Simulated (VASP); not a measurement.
# H2 in VASP: a series of runs

Aim: see how the results for H2 move with the level of theory and the settings. Levels: PBE, LDA, PBEsol, r2SCAN, HSE06. Tasks: relaxation of the atoms, vibrations by finite differences, single point.

All numbers are computed with VASP 6.6.1; they aren't measurements. Logs are shortened: lines on timing, memory, paths and dates and some standing lists are left out, and cuts for length are marked.

### Step 1. The molecule as given

The cell holds a molecule in a box, 2 atoms: a = 9.000 Å, b = 9.600 Å, c = 10.200 Å, α = 90.00°, β = 90.00°, γ = 90.00°.

### Step 2. Relaxation of the atoms, PBE

File INCAR:

```
SYSTEM = H
PREC     = Accurate       ! precision mode
ENCUT    = 520            ! plane-wave cutoff, eV
EDIFF    = 1E-7           ! SCF threshold, eV
ISMEAR   = 0              ! smearing method
SIGMA    = 0.01           ! smearing width, eV
LREAL    = .FALSE.        ! projectors in reciprocal space
LASPH    = .TRUE.         ! aspherical terms in the spheres
NELM     = 80             ! most SCF steps
ALGO     = Normal         ! electronic algorithm
ISIF     = 2              ! what is computed and relaxed
LWAVE    = .FALSE.        ! write WAVECAR
LCHARG   = .FALSE.        ! write CHGCAR
GGA      = PE             ! functional
IBRION   = 2              ! ionic algorithm
NSW      = 40             ! ionic steps
EDIFFG   = -0.02          ! ionic threshold
```

File KPOINTS:

```
regular mesh
0
G
  1 1 1
  0 0 0
```

File POSCAR:

```
H
1.0
    9.0000000000      0.0000000000      0.0000000000
    0.0000000000      9.6000000000      0.0000000000
    0.0000000000      0.0000000000     10.2000000000
H
2
Direct
    0.5000000000      0.5000000000      0.5362745100
    0.5000000000      0.5000000000      0.4637254900
```

Potentials or basis: VASP PAW PBE potentials, release 64 (H).

The run is started by

```bash
cat potpaw_PBE.64/H/POTCAR > POTCAR
mpirun -np 1 vasp_gam > vasp.out
```

OUTCAR:

```text
SYSTEM = H
   PREC = Accurate
   ENCUT = 520
   EDIFF = 1E-7
   ISMEAR = 0
   LREAL = .FALSE.
   LASPH = .TRUE.
   NELM = 80
   ISIF = 2
   GGA = PE
   IBRION = 2
   NSW = 40
   EDIFFG = -0.02

 ion  position               nearest neighbor table
   1  0.500  0.500  0.536-   2 0.74
   2  0.500  0.500  0.464-   1 0.74

  LATTYP: Found a simple orthorhombic cell.
 ALAT       =     9.0000000000
 B/A-ratio  =     1.0666666667
 C/A-ratio  =     1.1333333333

  Lattice vectors:

 A1 = (   9.0000000000,   0.0000000000,   0.0000000000)
 A2 = (   0.0000000000,   9.6000000000,   0.0000000000)
 A3 = (   0.0000000000,   0.0000000000,  10.2000000000)

Analysis of symmetry for initial positions (statically):
=====================================================================
 Subroutine PRICEL returns:
 Original cell was already a primitive cell.

 Routine SETGRP: Setting up the symmetry group for a
 simple orthorhombic supercell.

 Subroutine GETGRP returns: Found  8 space group operations
 (whereof  8 operations were pure point group operations)
 out of a pool of  8 trial point group operations.

The static configuration has the point symmetry D_2h.

Analysis of symmetry for dynamics (positions and initial velocities):
=====================================================================
 Subroutine PRICEL returns:
 Original cell was already a primitive cell.

 Routine SETGRP: Setting up the symmetry group for a
 simple orthorhombic supercell.

 Subroutine GETGRP returns: Found  8 space group operations
 (whereof  8 operations were pure point group operations)
 out of a pool of  8 trial point group operations.

The dynamic configuration has the point symmetry D_2h.

 Subroutine INISYM returns: Found  8 space group operations
 (whereof  8 operations are pure point group operations),
 and found     1 'primitive' translations

----------------------------------------------------------------------------------------

                                     Primitive cell

  volume of cell :     881.2800

[... 47 lines left out ...]
   number of dos      NEDOS =    301   number of ions     NIONS =      2
   total plane-waves  NPLWV = 403200
   dimension x,y,z NGX =    70 NGY =   72 NGZ =   80
   dimension x,y,z NGXF=   140 NGYF=  144 NGZF=  160
   ions per type =               2
   NGX,Y,Z   is equivalent  to a cutoff of  12.93, 12.47, 13.04 a.u.
   NGXF,Y,Z  is equivalent  to a cutoff of  25.86, 24.94, 26.08 a.u.
 SYSTEM =  H
   PREC   = accura    normal or accurate (medium, high low for compatibility)
   ISTART =      0    job   : 0-new  1-cont  2-samecut
   ICHARG =      2    charge: 1-file 2-atom 10-const
   ISPIN  =      1    spin polarized calculation?
   LNONCOLLINEAR =      F non collinear calculations
   LSORBIT =      F    spin-orbit coupling
   LASPH  =      T    aspherical Exc in radial PAW
   ENCUT  =  520.0 eV  38.22 Ry    6.18 a.u.  16.73 17.85 18.97*2*pi/ulx,y,z
   NELM   =     80;   NELMIN=  2; NELMDL= -5     # of ELM steps
   EDIFF  = 0.1E-06   stopping-criterion for ELM
   LREAL  =      F    real-space projection
   EDIFFG = -.2E-01   stopping-criterion for IOM
   NSW    =     40    number of steps for IOM
   IBRION =      2    ionic relax: 0-MD 1-quasi-New 2-CG
   NFREE  =      1    steps in history (QN), initial steepest desc. (CG)
   ISIF   =      2    stress and relaxation
   ISYM   =      2    0-nonsym 1-usesym 2-fastsym
   POTIM  = 0.5000    time-step for ionic-motion
   TEBEG  =    0.0;   TEEND  =   0.0 temperature during run
   PSTRESS=    0.0 pullay stress
   NELECT =       2.0000    total number of electrons
   NUPDOWN=      -1.0000    fix difference up-down
   EMIN   =  10.00;   EMAX   =-10.00  energy-range for DOS
   EFERMI =   0.00;   METHOD = LEGACY
   ISMEAR =     0;   SIGMA  =   0.01  broadening in eV -4-tet -1-fermi 0-gaus
   EFERMI_NEDOS =   21; number of points for ismear=-14 and -15
   IALGO  =     38    algorithm
   IMIX   =      4    mixing-type and parameters
     AMIX     =   0.40;   BMIX     =  1.00
     AMIX_MAG =   1.60;   BMIX_MAG =  1.00
  volume/ion in A,a.u.               =     440.64      2973.59
  Fermi-wavevector in a.u.,A,eV,Ry     =   0.215136  0.406548  0.629726  0.046284
  Thomas-Fermi vector in A             =   0.989033
   LORBIT       =      0    0 simple, 1 ext, 2 COOP (PROOUT), +10 PAW based schemes
   GGA     = PE    functional components
   LHFCALC =     F    Hartree Fock is set to
   AEXX    =    0.0000 exact exchange contribution
   IVDW    =     0    specifies the selected vdW correction
   LEPSILON=     F    determine dielectric tensor
   LRPA    =     F    only Hartree local field effects (RPA)
 conjugate gradient relaxation of ions
 non-spin polarized calculation
 Gauss-broadening in eV      SIGMA  =   0.01
  energy-cutoff  :      520.00
  volume of cell :      881.28
 maximum number of plane-waves:     11856
 NGX is ok and might be reduce to    70
   NGX = 33   NGY = 35   NGZ = 37

--------------------------------------- Ionic step        1  -------------------------------------------

 number of electron       2.0000000 magnetization

 Free energy of the ion-electron system (eV)
  ---------------------------------------------------
  ext. energy  EPLUGINS =         0.00000000
  ---------------------------------------------------
  free energy    TOTEN  =        -6.77062608 eV

  energy without entropy =       -6.77062608  energy(sigma->0) =       -6.77062608

------------------------ aborting loop because EDIFF is reached ----------------------------------------

  FORCE on cell =-STRESS in cart. coord.  units (eV):
  Direction    XX          YY          ZZ          XY          YZ          ZX
  --------------------------------------------------------------------------------------
  -------------------------------------------------------------------------------------
  Total       -0.0275846     -0.0277945      0.2248147      0.0000000      0.0000000      0.0000000
  in kB       -0.0501491     -0.0505308      0.4087157      0.0000000      0.0000000      0.0000000
  external PRESSURE =       0.1026786 kB  Pullay stress =       0.0000000 kB
[... 59 lines left out ...]
--------------------------------------- Ionic step        3  -------------------------------------------

 number of electron       2.0000000 magnetization

 Free energy of the ion-electron system (eV)
  ---------------------------------------------------
  ext. energy  EPLUGINS =         0.00000000
  ---------------------------------------------------
  free energy    TOTEN  =        -6.77235880 eV

  energy without entropy =       -6.77235880  energy(sigma->0) =       -6.77235880

 E-fermi : -10.2329     XC(G=0):  -0.4203

 val. band max:      -10.3007939504   @ k =   0.0000   0.0000   0.0000
 cond. band min:      -0.1771402378   @ k =   0.0000   0.0000   0.0000
 fundamental gap:     10.1236537126
 Fermi energy:       -10.2329305165

 k-point     1 :       0.0000    0.0000    0.0000
  band No.  band energies     occupation
      1     -10.3008      2.00000
      2      -0.1771      0.00000
      3       0.3531      0.00000
      4       1.0179      0.00000
      5       1.1691      0.00000
[... 27 lines left out ...]
  FREE ENERGIE OF THE ION-ELECTRON SYSTEM (eV)
  ---------------------------------------------------
  free  energy   TOTEN  =        -6.7723588039 eV

  energy  without entropy=       -6.7723588039  energy(sigma->0) =       -6.77235880

 reached required accuracy - stopping structural energy minimisation
```

CONTCAR:

```text
H
   1.00000000000000
     9.0000000000000000    0.0000000000000000    0.0000000000000000
     0.0000000000000000    9.5999999999999996    0.0000000000000000
     0.0000000000000000    0.0000000000000000   10.1999999999999993
  H
     2
Direct
     0.5000000000000000    0.5000000000000000    0.5367612923397042
     0.5000000000000000    0.5000000000000000    0.4632387076602960

  0.00000000E+00  0.00000000E+00  0.00000000E+00
  0.00000000E+00  0.00000000E+00  0.00000000E+00
```

Run time: 47 s. Hardware: 1 thread of Intel Xeon 6975P-C (Granite Rapids), shared host; peak memory 0.76 GiB.

What came out:

* Free energy: -6.7724 eV
* Energy gained by relaxing: 0.9 meV/atom
* Ionic steps: 3
* Gap between the frontier levels: 10.12 eV

Step by step:
```csv
step,energy change (eV),largest force (eV/Å),pressure (GPa)
1,0.0000,0.3532,0.01
2,0.0078,0.7710,-0.04
3,-0.0017,0.0004,-0.01
```

Final structure:
```
H
1.0
     9.00000    0.00000    0.00000
     0.00000    9.60000    0.00000
     0.00000    0.00000   10.20000
H
2
Direct
  0.50000 0.50000 0.53676
  0.50000 0.50000 0.46324
```

Levels at points of the mesh, in eV from the valence-band top:
| k point | band 1 | band 2 | band 3 | band 4 | band 5 |
| --- | --- | --- | --- | --- | --- |
| (0.00, 0.00, 0.00) | 0.00 | 10.12 | 10.65 | 11.32 | 11.47 |

A hybrid or GW would open this gap; PBE tends to underestimate it.

### Step 3. Vibrations by finite differences, PBE

Changes to INCAR since step 2:

```diff
@@ -14,4 +14,7 @@
 GGA      = PE             ! functional
-IBRION   = 2              ! ionic algorithm
-NSW      = 40             ! ionic steps
-EDIFFG   = -0.02          ! ionic threshold
+NBANDS   = 8              ! bands
+IBRION   = 5              ! ionic algorithm
+NFREE    = 2            
+POTIM    = 0.015          ! step
+NSW      = 1              ! ionic steps
+ISYM     = 0
```

KPOINTS is that of step 2.

File POSCAR:

```
H                                       
1.0
    9.0000000000      0.0000000000      0.0000000000
    0.0000000000      9.6000000000      0.0000000000
    0.0000000000      0.0000000000     10.2000000000
  H             
     2
Selective dynamics
Direct
0.5000000000000000  0.5000000000000000  0.5367612923397042  T T T
0.5000000000000000  0.5000000000000000  0.4632387076602960  T T T
```

Potentials or basis: VASP PAW PBE potentials, release 64 (H).

The run is started by

```bash
cat potpaw_PBE.64/H/POTCAR > POTCAR
mpirun -np 1 vasp_gam > vasp.out
```

OUTCAR:

```text
SYSTEM = H
   PREC = Accurate
   ENCUT = 520
   EDIFF = 1E-7
   ISMEAR = 0
   LREAL = .FALSE.
   LASPH = .TRUE.
   NELM = 80
   ISIF = 2
   GGA = PE
   IBRION = 5
   NFREE = 2
   POTIM = 0.015
   NSW = 1
   ISYM = 0

 ion  position               nearest neighbor table
   1  0.500  0.500  0.537-   2 0.75
   2  0.500  0.500  0.463-   1 0.75

IMPORTANT INFORMATION: All symmetrisations will be switched off!
NOSYMM: (Re-)initialisation of all symmetry stuff for point group C_1.

----------------------------------------------------------------------------------------

                                     Primitive cell

  volume of cell :     881.2800

  direct lattice vectors                    reciprocal lattice vectors
     9.000000000  0.000000000  0.000000000     0.111111111  0.000000000  0.000000000
     0.000000000  9.600000000  0.000000000     0.000000000  0.104166667  0.000000000
     0.000000000  0.000000000 10.200000000     0.000000000  0.000000000  0.098039216

  length of vectors
     9.000000000  9.600000000 10.200000000     0.111111111  0.104166667  0.098039216

  position of ions in fractional coordinates (direct lattice)
     0.500000000  0.500000000  0.536761292
     0.500000000  0.500000000  0.463238708

  ion indices of the primitive-cell ions
   primitive index   ion index
                 1           1
                 2           2

----------------------------------------------------------------------------------------

 KPOINTS: regular mesh

Automatic generation of k-mesh.
 Grid dimensions read from file:
 generate k-points for:    1    1    1

 Generating k-lattice:

  Cartesian coordinates                     Fractional coordinates (reciprocal lattice)
     0.111111111  0.000000000  0.000000000     1.000000000  0.000000000  0.000000000
     0.000000000  0.104166667  0.000000000     0.000000000  1.000000000  0.000000000
     0.000000000  0.000000000  0.098039216     0.000000000  0.000000000  1.000000000

  Length of vectors
     0.111111111  0.104166667  0.098039216

  Shift w.r.t. Gamma in fractional coordinates (k-lattice)
     0.000000000  0.000000000  0.000000000

 Subroutine IBZKPT returns following result:
 ===========================================

 Found      1 irreducible k-points:

 Following reciprocal coordinates:
            Coordinates               Weight
  0.000000  0.000000  0.000000      1.000000
   k-points           NKPTS =      1   k-points in BZ     NKDIM =      1   number of bands    NBANDS=      8
   number of dos      NEDOS =    301   number of ions     NIONS =      2
   total plane-waves  NPLWV = 403200
   dimension x,y,z NGX =    70 NGY =   72 NGZ =   80
   dimension x,y,z NGXF=   140 NGYF=  144 NGZF=  160
   ions per type =               2
   NGX,Y,Z   is equivalent  to a cutoff of  12.93, 12.47, 13.04 a.u.
   NGXF,Y,Z  is equivalent  to a cutoff of  25.86, 24.94, 26.08 a.u.
 SYSTEM =  H
   PREC   = accura    normal or accurate (medium, high low for compatibility)
   ISTART =      0    job   : 0-new  1-cont  2-samecut
   ICHARG =      2    charge: 1-file 2-atom 10-const
   ISPIN  =      1    spin polarized calculation?
   LNONCOLLINEAR =      F non collinear calculations
   LSORBIT =      F    spin-orbit coupling
   LASPH  =      T    aspherical Exc in radial PAW
   ENCUT  =  520.0 eV  38.22 Ry    6.18 a.u.  16.73 17.85 18.97*2*pi/ulx,y,z
   NELM   =     80;   NELMIN=  2; NELMDL= -5     # of ELM steps
   EDIFF  = 0.1E-06   stopping-criterion for ELM
   LREAL  =      F    real-space projection
   EDIFFG = 0.1E-05   stopping-criterion for IOM
   NSW    =     61    number of steps for IOM
   IBRION =      5    ionic relax: 0-MD 1-quasi-New 2-CG
   NFREE  =      2    steps in history (QN), initial steepest desc. (CG)
   ISIF   =      2    stress and relaxation
   ISYM   =      0    0-nonsym 1-usesym 2-fastsym
   POTIM  = 0.0150    time-step for ionic-motion
   TEBEG  =    0.0;   TEEND  =   0.0 temperature during run
   PSTRESS=    0.0 pullay stress
   NELECT =       2.0000    total number of electrons
   NUPDOWN=      -1.0000    fix difference up-down
   EMIN   =  10.00;   EMAX   =-10.00  energy-range for DOS
   EFERMI =   0.00;   METHOD = LEGACY
   ISMEAR =     0;   SIGMA  =   0.01  broadening in eV -4-tet -1-fermi 0-gaus
   EFERMI_NEDOS =   21; number of points for ismear=-14 and -15
   IALGO  =     38    algorithm
   IMIX   =      4    mixing-type and parameters
     AMIX     =   0.40;   BMIX     =  1.00
     AMIX_MAG =   1.60;   BMIX_MAG =  1.00
  volume/ion in A,a.u.               =     440.64      2973.59
  Fermi-wavevector in a.u.,A,eV,Ry     =   0.215136  0.406548  0.629726  0.046284
  Thomas-Fermi vector in A             =   0.989033
   LORBIT       =      0    0 simple, 1 ext, 2 COOP (PROOUT), +10 PAW based schemes
   GGA     = PE    functional components
   LHFCALC =     F    Hartree Fock is set to
   AEXX    =    0.0000 exact exchange contribution
   IVDW    =     0    specifies the selected vdW correction
   LEPSILON=     F    determine dielectric tensor
   LRPA    =     F    only Hartree local field effects (RPA)
 finite differences
 non-spin polarized calculation
 Gauss-broadening in eV      SIGMA  =   0.01
  energy-cutoff  :      520.00
  volume of cell :      881.28
 maximum number of plane-waves:     11856
 NGX is ok and might be reduce to    70
   NGX = 33   NGY = 35   NGZ = 37

--------------------------------------- Ionic step        1  -------------------------------------------

 number of electron       2.0000000 magnetization

 Free energy of the ion-electron system (eV)
  ---------------------------------------------------
  ext. energy  EPLUGINS =         0.00000000
  ---------------------------------------------------
  free energy    TOTEN  =        -6.77235879 eV

  energy without entropy =       -6.77235879  energy(sigma->0) =       -6.77235879

------------------------ aborting loop because EDIFF is reached ----------------------------------------

  FORCE on cell =-STRESS in cart. coord.  units (eV):
  Direction    XX          YY          ZZ          XY          YZ          ZX
  --------------------------------------------------------------------------------------
  -------------------------------------------------------------------------------------
  Total       -0.0273792     -0.0275835     -0.0359431     -0.0000000     -0.0000000     -0.0000000
  in kB       -0.0497758     -0.0501472     -0.0653449     -0.0000000     -0.0000000     -0.0000000
  external PRESSURE =      -0.0550893 kB  Pullay stress =       0.0000000 kB
[... 89 lines left out ...]
  FREE ENERGIE OF THE ION-ELECTRON SYSTEM (eV)
  ---------------------------------------------------
  free  energy   TOTEN  =        -6.7723579051 eV

  energy  without entropy=       -6.7723579051  energy(sigma->0) =       -6.77235791

[... ionic steps 4 to 10 ...]

--------------------------------------- Ionic step       11  -------------------------------------------

 number of electron       2.0000001 magnetization

------------------------ aborting loop because EDIFF is reached ----------------------------------------
[... 67 lines left out ...]
--------------------------------------- Ionic step       13  -------------------------------------------

 number of electron       2.0000000 magnetization

 Free energy of the ion-electron system (eV)
  ---------------------------------------------------
  ext. energy  EPLUGINS =         0.00000000
  ---------------------------------------------------
  free energy    TOTEN  =        -6.76859676 eV

  energy without entropy =       -6.76859676  energy(sigma->0) =       -6.76859676

 E-fermi : -10.1589     XC(G=0):  -0.4299

 val. band max:      -10.2294992047   @ k =   0.0000   0.0000   0.0000
 cond. band min:      -0.1834596337   @ k =   0.0000   0.0000   0.0000
 fundamental gap:     10.0460395710
 Fermi energy:       -10.1589073433

 k-point     1 :       0.0000    0.0000    0.0000
  band No.  band energies     occupation
      1     -10.2295      2.00000
      2      -0.1835      0.00000
      3       0.3053      0.00000
      4       1.0092      0.00000
      5       1.1602      0.00000
      6       1.3090      0.00000
      7       1.4835      0.00000
      8       1.7015      0.00000
[... 27 lines left out ...]
  FREE ENERGIE OF THE ION-ELECTRON SYSTEM (eV)
  ---------------------------------------------------
  free  energy   TOTEN  =        -6.7685967626 eV

  energy  without entropy=       -6.7685967626  energy(sigma->0) =       -6.76859676

 SECOND DERIVATIVES (NOT SYMMETRIZED)
 ------------------------------------
               1X          1Y          1Z          2X          2Y          2Z
  1X    -0.008771    0.000000    0.000020    0.008771   -0.000000   -0.000020
  1Y    -0.000004   -0.003632   -0.000002    0.000004    0.003632    0.000002
  1Z     0.000000   -0.000059  -34.524662   -0.000000    0.000059   34.524662
  2X     0.008818   -0.000000    0.000326   -0.008818    0.000000   -0.000326
  2Y     0.000004    0.003632   -0.000004   -0.000004   -0.003632    0.000004
  2Z    -0.000000   -0.000000   34.525072    0.000000    0.000000  -34.525072

 Eigenvectors and eigenvalues of the dynamical matrix
 ----------------------------------------------------

   1 f  =  129.906754 THz   816.228207 2PiTHz 4333.222883 cm-1   537.250923 meV
             X         Y         Z           dx          dy          dz
      4.500000  4.800000  5.474965     0.000000   -0.000000   -0.707105
      4.500000  4.800000  4.725035     0.000003    0.000000    0.707109
[... 21 lines left out ...]
   6 f/i=    0.005420 THz     0.034052 2PiTHz    0.180778 cm-1     0.022414 meV
             X         Y         Z           dx          dy          dz
      4.500000  4.800000  5.474965     0.004501   -0.003583    0.707088
      4.500000  4.800000  4.725035     0.004488    0.002154    0.707084
```

Run time: 2.9 min. Hardware: 1 thread of Intel Xeon 6975P-C (Granite Rapids), shared host; peak memory 0.78 GiB.

What came out:

```yaml
Highest_phonon_frequency_at_Γ: 4333 cm⁻¹
```

Phonon frequencies in cm⁻¹ (negative: imaginary):
```
              q point       frequencies
(0.000, 0.000, 0.000)  0 0 0 44 69 4333
```

(Continued in part 2 of 2.)
